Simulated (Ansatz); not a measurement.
Consider the substitution at a C–C bond: `O=C(O)C(F)(F)F` + CH₃SH → `CSC(=O)O` + trifluoromethane.

Gas-phase electronic energies from Ansatz, PBE0-D4/def2-TZVP geometries. CBS: MP2 limit from def2 TZ/QZ plus the TZ coupled-cluster correction, frozen cores. This one scheme is used for every species. Functionals use def2-TZVPP. One conformer a species, not always the lowest.

```json
{"level": "PBE-D4", "ΔE (kJ/mol)": "-46.9"}
{"level": "CAM-B3LYP-D4", "ΔE (kJ/mol)": "-37.6"}
{"level": "ωB97M-V", "ΔE (kJ/mol)": "-35.6"}
{"level": "r2SCANh", "ΔE (kJ/mol)": "-41.9"}
{"level": "BHLYP", "ΔE (kJ/mol)": "-37.2"}
{"level": "CCSD/def2-TZVPP", "ΔE (kJ/mol)": "-32.8"}
{"level": "CCSD(T)/def2-TZVPP", "ΔE (kJ/mol)": "-35.7"}
{"level": "SCS-MP2/def2-QZVPP", "ΔE (kJ/mol)": "-41.3"}
```

(1) What does CCSD(T)/CBS give? (An estimate is asked.)

(2) What do rigid-rotor, harmonic-oscillator terms from PBE0-D4/def2-TZVP frequencies (298.15 K, 1 bar) make of the CCSD(T)/CBS value? (An estimate is asked.)

Largest T1 diagnostic among the species: 0.015.

Answers

(1) The calculation gave: -39.6 kJ/mol. The listed levels differ from it by -7.3, 2.0, 4.0, -2.3, 2.4, 6.8, 3.9, -1.7 kJ/mol.

(2) Computed: ΔZPE = +8.6 kJ/mol, ΔH = -32.2 kJ/mol, ΔS = -11 J/(mol·K), ΔG = -28.9 kJ/mol. Modes under 50 cm⁻¹ make the entropy rough.

From PBE to PBE0 (25 % exact exchange), in def2-TZVPP and without D4, ΔE moves by +4.2 kJ/mol. At CCSD(T), def2-SVP lies +17.4 kJ/mol from the extrapolated value and def2-TZVPP +3.8 kJ/mol.

CCSD(T)/CBS has its own doubt, a few kJ/mol and more with outer-core shells, so smaller differences from it don't rank the levels.
